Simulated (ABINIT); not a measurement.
A run of ABINIT 10.8.3 (patched build):

The input run.abi:

```
# Pseudopotentials
pp_dirpath "./"
pseudos "Hf.upf, C.upf"

# Structure
acell 6.2135074315 6.2135074315 6.2135074315
rprim
     0.0000000000     0.7071067812     0.7071067812
     0.7071067812     0.0000000000     0.7071067812
     0.7071067812     0.7071067812     0.0000000000
ntypat 2
znucl 72 6
natom 2
typat 1 2
xred
     0.5000000000     0.5000000000     0.5000000000
     0.0000000000     0.0000000000     0.0000000000

# Plane-wave basis
ecut 31.0

# k points
kptopt 1
ngkpt 8 8 8
nshiftk 1
shiftk 0.0 0.0 0.0

# Exchange and correlation
ixc 11

# Bands and occupations
nband 12
occopt 3
tsmear 0.05 eV

# SCF cycle
nstep 100
tolvrs 1.0e-10

# Output
iomode 3
prtwf 0
prtden 0
prteig 0
prtebands 0
enunit 2
```

Potentials or basis: PseudoDojo NC SR PBE v0.4.1 standard.

Run with:

```bash
$ abinit run.abi > log 2>&1
```

Hardware: 1 thread of Arm Neoverse V2 (shared host).

**Question.** How long does it take, and how much memory?

**Answer.** Wall time 13 s on 1 thread of Arm Neoverse V2 (shared host), peak memory 0.06 GiB. Counts: scf iterations 10, mpi ranks 1, k points 29, bands 12, plane waves 1424.
